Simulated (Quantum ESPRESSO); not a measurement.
A run of Quantum ESPRESSO 7.5 is set up as follows.

Contents of pw.in:

```
&CONTROL
  calculation = 'scf'
  prefix = 'pwscf'
  outdir = './tmp'
  pseudo_dir = './pseudo'
  tprnfor = .true.
  tstress = .true.
  disk_io = 'nowf'
/
&SYSTEM
  ibrav = 0
  nat = 2
  ntyp = 2
  ecutwfc = 80
  nbnd = 15
  occupations = 'smearing'
  smearing = 'gaussian'
  degauss = 0.00073499
/
&ELECTRONS
  conv_thr = 4d-10
  electron_maxstep = 120
  mixing_beta = 0.5
/
ATOMIC_SPECIES
Ga    69.7230 Ga.upf
P     30.9738 P.upf
CELL_PARAMETERS angstrom
   0.0000000000    2.8293000000    2.6161650000
   2.8293000000    0.0000000000    2.6161650000
   2.8293000000    2.8293000000    0.0000000000
ATOMIC_POSITIONS crystal
Ga     0.0000000000    0.0000000000    0.0000000000
P      0.2500000000    0.2500000000    0.2500000000
K_POINTS automatic
8 8 8 0 0 0
```

Potentials or basis: PseudoDojo 0.4.1 SR PBEsol standard.

Command:

```console
$ OMP_NUM_THREADS=1 pw.x -in pw.in > pw.out
```

Problem. Estimate the band gap on the k mesh.

Solution. 0.87 eV, indirect (least direct gap 1.17 eV).

Problem. Estimate the pressure.

Solution. -3.2 GPa.

Stress tensor (GPa, compression positive):
```
-4.91  0.00  0.00
 0.00 -4.91  0.00
 0.00  0.00  0.09
```

A k mesh can miss the band edges. PBEsol gaps usually lie below the measured ones, often by a third to a half.
